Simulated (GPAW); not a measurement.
Crystal: CdS (Greenockite).

```
CELL_PARAMETERS angstrom
4.15000 0.00000 0.00000
-2.07500 3.59401 0.00000
0.00000 0.00000 6.73700
ATOMIC_POSITIONS crystal
Cd 0.66667 0.33333 0.50000
Cd 0.33333 0.66667 0.00000
S 0.66667 0.33333 0.87500
S 0.33333 0.66667 0.37500
```

* Program: GPAW 26.7.0
* Task: relaxation of cell and atoms
* Functional: PBEsol
* Dispersion: D3
* Potentials or basis: PAW data sets generated in the run's folder for this functional
* Cutoff: 600 eV
* Basis: pw
* k mesh: 6 × 6 × 3
* Occupations: fermi-dirac, width 0.05 eV
* Spin: no spin polarisation

At the start: pressure -2.9 GPa; volume 25.12 Å³/atom.

Task: Where does the relaxation end?

Result: Over 6 steps the energy falls by 11.3 meV/atom and the volume is 23.95 Å³/atom (-4.7 %); space group P6_3mc (No. 186, to 0.05 Å).

The path:
```csv
step,energy change (eV),largest force (eV/Å),pressure (GPa),volume (Å³)
1,0.0000,0.0749,-2.93,100.48
2,-0.0088,0.0639,-2.66,99.99
3,-0.0443,0.0458,0.16,95.55
4,-0.0448,0.0287,-0.07,95.87
5,-0.0449,0.0197,-0.08,95.88
6,-0.0450,0.0047,-0.02,95.80
```

Final structure:
```yaml
crystal:
  lattice:
    - [4.08372, 0.00000, 0.00000]
    - [-2.04186, 3.53661, 0.00000]
    - [0.00000, 0.00000, 6.63310]
  atoms:
    - { symbol: Cd, position: [0.66667, 0.33333, 0.49896] }
    - { symbol: Cd, position: [0.33333, 0.66667, 0.99896] }
    - { symbol: S, position: [0.66667, 0.33333, 0.87604] }
    - { symbol: S, position: [0.33333, 0.66667, 0.37604] }
```

Caveat: later steps reuse the first step's grids.
